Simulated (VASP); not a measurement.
Input of a VASP 6.6.1 run:

The input INCAR:

```
ALGO = Normal
DIPOL = 0.5 0.5 0.500
EDIFF = 1E-6
ENCUT = 520
GGA = PE
IDIPOL = 3
ISIF = 2
ISMEAR = 1
IVDW = 12
KPAR = 2
LASPH = True
LCHARG = True
LDIPOL = True
LREAL = False
LVACPOTAV = True
LVHAR = True
LWAVE = False
NELM = 80
PREC = Accurate
SIGMA = 0.1
```

File KPOINTS:

```
k-points
0
Gamma
  11 11 1
```

The input POSCAR:

```
Al                                      
1.0
    2.9124880100      0.0000000000      0.0000000000
    0.0000000000      2.9124880100      0.0000000000
    0.0000000000      0.0000000000     26.0333183600
  Al            
     4
Direct
     1.0000000000000000    0.0000000000000000    0.3806946882691983
     0.5000000000000000    0.5000000000000000    0.4609662754894892
     0.0000000000000000    0.0000000000000000    0.5390375945105113
     0.5000000000000000    0.5000000000000000    0.6193053117308015
```

Potentials or basis: VASP PAW PBE potentials, release 64 (Al).

The run is started by

```sh
$ cat potpaw_PBE.64/Al/POTCAR > POTCAR
$ mpirun -np 2 vasp_std > vasp.out
```

What does it give for the dispersion energy per atom?

-0.228 eV.

What does it give for the work function of the upper face?

4.31 eV.

Predict the work function of the lower face.

4.32 eV.

Estimate the band gap on the k mesh.

none (metal or under the smearing width).

Estimate the largest force.

0.093 eV/Å.

Forces on the atoms (eV/Å):
```
Al   0.000  0.000  0.093
Al   0.000  0.000  0.029
Al   0.000  0.000 -0.029
Al   0.000  0.000 -0.093
```
